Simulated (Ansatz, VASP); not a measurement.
## PbF2 (Fluorocronite) in VASP and in Ansatz

```
Pb F
1.0
     2.94934    2.94934    0.00000
    -2.94934    2.94934    0.00000
     0.00000    2.94934    2.94934
Pb F
1 2
Direct
  0.00000 0.00000 0.00000
  0.25000 0.75000 0.50000
  0.75000 0.25000 0.50000
```

Alike in both runs: functional PBEsol; k mesh 12 × 12 × 12; occupations fermi-dirac, width 0.1 eV; no spin polarisation.

Ansatz relaxed the structure, and its values are those at the end. VASP's run is a single point on that final structure, the one shown.

|  | VASP | Ansatz |
| --- | --- | --- |
| version | VASP 6.6.1 | Ansatz 0.2.0 |
| potentials or method | VASP PAW PBE potentials, release 64 (Pb_d, F) | PAW with Ansatz's default frozen-core files, scalar-relativistic |
| plane-wave cutoff (eV) | 520 | 420 |
| valence electrons in the cell | 28 | 28 |

```csv
,VASP,Ansatz,Ansatz less VASP
gap on the k mesh at the Fermi level (eV),4.30,4.31,+0.005
pressure (GPa),-0.2,0.0,+0.22
```

The functional is the same, so the differences come from potentials, cutoffs and numerics.

Caveats: the PAW data sets were made with another functional, which shifts forces and pressure a little (VASP); spin-orbit coupling is left out, which as a rule narrows the gap of such compounds by several tenths of an eV. A k mesh can miss the band edges.
